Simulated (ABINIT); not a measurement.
Crystal: TaN.

```
Ta N
1.0
     2.93800    0.00000    0.00000
    -1.46900    2.54438    0.00000
     0.00000    0.00000    2.88300
Ta N
1 1
Direct
  0.00000 0.00000 0.50000
  0.66667 0.33333 0.00000
```

Base run:

```yaml
Program: ABINIT 10.8.3 (patched build)
Functional: BLYP
Potentials_or_basis: PseudoDojo NC SR PBE v0.4.1 standard
Cutoff: 952 eV
k_mesh: 8 × 8 × 7
Occupations: fermi-dirac, width 0.05 eV
Spin: no spin polarisation
```

Its results: band gap on the k mesh none (metal or under the smearing width); pressure 15.2 GPa.

Problem. The run is repeated on the same cell with these changes: functional from BLYP to LDA-PZ; potentials or basis from PseudoDojo NC SR PBE v0.4.1 standard to PseudoDojo NC SR LDA v0.4.1 standard. What comes out?

Solution. Band gap on the k mesh none (metal or under the smearing width); pressure -14.2 GPa.

Caveats: so large a pressure means that the cell lies far from this level's equilibrium, or that cutoff or potentials fall short (some runs); the potentials were made for another functional, which shifts forces and pressure (some runs).
